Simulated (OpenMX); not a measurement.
# Ti in OpenMX: the effect of volume scale

The system is Ti.

```
Ti
1.0
     4.37684    0.00000    0.00000
    -2.18842    3.79046    0.00000
     0.00000    0.00000    2.70834
Ti
3
Cartesian
  2.1884 1.2635 1.3542
  0.0000 2.5270 1.3542
  0.0000 0.0000 0.0000
```

This isn't the form of Ti at room conditions, which is hcp.

Alike in all runs:

- Program: OpenMX 3.8.5
- Task: single point
- Functional: PBE
- Potentials or basis: OpenMX 2013 PBE set, Ti7.0-s3p2d2, grid cutoff 400 Ry
- k mesh: 5 × 5 × 7
- Occupations: fermi-dirac, width 0.05 eV
- Spin: no spin polarisation

```csv
volume scale,pressure (GPa)
0.88,20.2
0.92,12.4
0.96,5.8
1,?
1.04,-4.1
1.08,-7.8
```

**Question.** What does the run with volume scale 1 give?

**Answer.** Pressure 0.4 GPa.

Worked out: A parabola through the other rows of the pressure, of slope -126 GPa per unit of volume scale there, gives 0.3 GPa, against the run's 0.4.

Caveats: the basis of atomic orbitals isn't converged, which shifts pressures, moduli and gaps.
